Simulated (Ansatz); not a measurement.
Debugging a projected density of states of KI, space group Cmcm (the Python package of Ansatz (0.2.0)).

`run_pdos.py`
```python
import logging
import sys

import ansatz as az
import numpy as np

logging.basicConfig(stream=sys.stdout, format="[%(levelname)s] %(message)s")
log = logging.getLogger("calc")
log.setLevel(logging.INFO)


def main() -> None:
    lattice = az.Lattice.of(
        [2.51266, -4.255227, 0.0],
        [2.51266, 4.255227, 0.0],
        [0.0, 0.0, 8.676589],
    )
    sites = [
        ("K", [0.5, 0.5, 0.5]),
        ("K", [0.5, 0.5, 0.0]),
        ("I", [0.84023, 0.15977, 0.25]),
        ("I", [0.5, 0.5, 0.5]),
    ]
    structure = az.Crystal(lattice=lattice)
    for symbol, position in sites:
        structure = structure.atom(symbol, position)

    job = (
        structure.calculation()
        .functional("pbesol")
        .basis(550)
        .kpoints(density=2.3)
        .occupations(az.OccupationsMethod.FIXED)
        .scf(max_iterations=80)
        .density_of_states(projected=True, energy_step=0.05)
    )
    result = job.run(threads=1)
    report = result.report

    dos = result.density_of_states()
    energy = np.asarray(dos.energies_ev) - dos.fermi_ev
    curves = {}
    for site in result.projected_density_of_states().sites:
        for shell in site.shells:
            weight = sum(np.sum(curve.g_bin_mean_per_ev, axis=0) for curve in shell.curves)
            name = f"{site.species} {shell.label}"
            curves[name] = curves.get(name, 0) + weight

    log.info("E-EF   " + " ".join(f"{name:>8s}" for name in curves))
    for e in np.arange(-10, 4 + 0.1, 0.5):
        log.info(f"{e:5.1f}  " + " ".join(f"{np.interp(e, energy, g):8.3f}" for g in curves.values()))


if __name__ == "__main__":
    main()
```

`python run_pdos.py` gives:
```text
Traceback (most recent call last):
  File "run_pdos.py", line 55, in <module>
    main()
    ~~~~^^
  File "run_pdos.py", line 37, in main
    result = job.run(threads=1)
  ...
ansatz.RefusalError: atoms 0 (K) and 3 (I) coincide: fractional positions [0.5, 0.5, 0.5] and [0.5, 0.5, 0.5] are 0.00e0 Å apart, within the symmetry tolerance 1e-5 (fractional) on every axis — remove the duplicate or separate the sites (indices count the expanded atom list at the failing check: the typed cell's during the `space_group:` round-trip, otherwise the final one with `supercell:` and `defects:` applied)
```
(Library frames cut from the traceback.)

Find the fault and give the corrected script.

The fault: two atoms stand on one site, or all but. The correction:

```diff
--- before
+++ after
@@ -21,3 +21,3 @@
         ("I", [0.84023, 0.15977, 0.25]),
-        ("I", [0.5, 0.5, 0.5]),
+        ("I", [0.15977, 0.84023, 0.75]),
     ]
@@ -34,2 +34,3 @@
         .scf(max_iterations=80)
+        .scf(extra_bands=14)
         .density_of_states(projected=True, energy_step=0.05)
```

The mended script runs so:

```console
$ python run_pdos.py
[INFO] E-EF       K 3S     K 4S     K 3P     I 5S     I 5P     I 4D
[INFO] -10.0     0.000    0.000    0.000    0.000    0.000    0.000
[INFO]  -9.5     0.000    0.000    0.000    0.000    0.000    0.000
[INFO]  -9.0     0.000    0.000    0.000    0.000    0.000    0.000
[INFO]  -8.5     0.000    0.000    0.000    0.000    0.000    0.000
[INFO]  -8.0     0.000    0.000    0.000    0.000    0.000    0.000
[INFO]  -7.5     0.000    0.000    0.000    0.000    0.000    0.000
[INFO]  -7.0     0.000    0.000    0.000    0.000    0.000    0.000
[INFO]  -6.5     0.000    0.000    0.000    0.000    0.000    0.000
[INFO]  -6.0     0.000    0.000    0.000    0.000    0.000    0.000
[INFO]  -5.5     0.000    0.000    0.000    0.000    0.000    0.000
[INFO]  -5.0     0.000    0.000    0.000    0.000    0.000    0.000
[INFO]  -4.5     0.000    0.000    0.000    0.000    0.000    0.000
[INFO]  -4.0     0.000    0.000    0.000    0.000    0.000    0.000
[INFO]  -3.5     0.000    0.000    0.000    0.000    0.000    0.000
[INFO]  -3.0     0.000    0.000    0.000    0.000    0.000    0.000
[INFO]  -2.5     0.000    0.000    0.000    0.000    0.000    0.000
[INFO]  -2.0     0.000    0.000    0.000    0.000    0.000    0.000
[INFO]  -1.5     0.000    0.000    0.000    0.000    0.000    0.000
[INFO]  -1.0     0.009    1.100    0.052    0.040    9.995    0.000
[INFO]  -0.5     0.001    0.077    0.058    0.003   17.293    0.000
[INFO]   0.0     0.000    0.000    0.000    0.000    0.037    0.000
[INFO]   0.5     0.000    0.000    0.000    0.000    0.000    0.000
[INFO]   1.0     0.000    0.000    0.000    0.000    0.000    0.000
[INFO]   1.5     0.000    0.000    0.000    0.000    0.000    0.000
[INFO]   2.0     0.000    0.000    0.000    0.000    0.000    0.000
[INFO]   2.5     0.000    0.000    0.000    0.000    0.000    0.000
[INFO]   3.0     0.000    0.000    0.000    0.000    0.000    0.000
[INFO]   3.5     0.000    0.000    0.000    0.000    0.000    0.000
[INFO]   4.0     0.000    0.047    0.000    0.009    0.002    0.000
```

Reading the output:
- Semilocal gaps usually lie well under measured ones.
- The Fermi level of a run with fixed occupations marks the highest occupied state on its mesh, not mid-gap.
- The empty d shell of the heavier alkali and alkaline-earth atoms, which makes much of a conduction band, may have no channel.
- The crystal has a gap of about 3.61 eV on the mesh; bins of finite width blur the band edges.
- This cell is a computed structure, which may not be the phase found in nature.
- Curves are summed over the cell's atoms. Only shells that the potentials hold have channels, so projections don't add up to the total, least of all where a shell is missing (p of most metals); heights and places of peaks move with the mesh.
- The computed bands are complete only to about 9.0 eV above the Fermi level; beyond that the density of states is undercounted.
- Timing: 8.9 s on 1 thread of Arm Neoverse V1, with other jobs on the host, peak memory 0.53 GiB.

(Lines on the test bed's own set-up are left out of the output.)
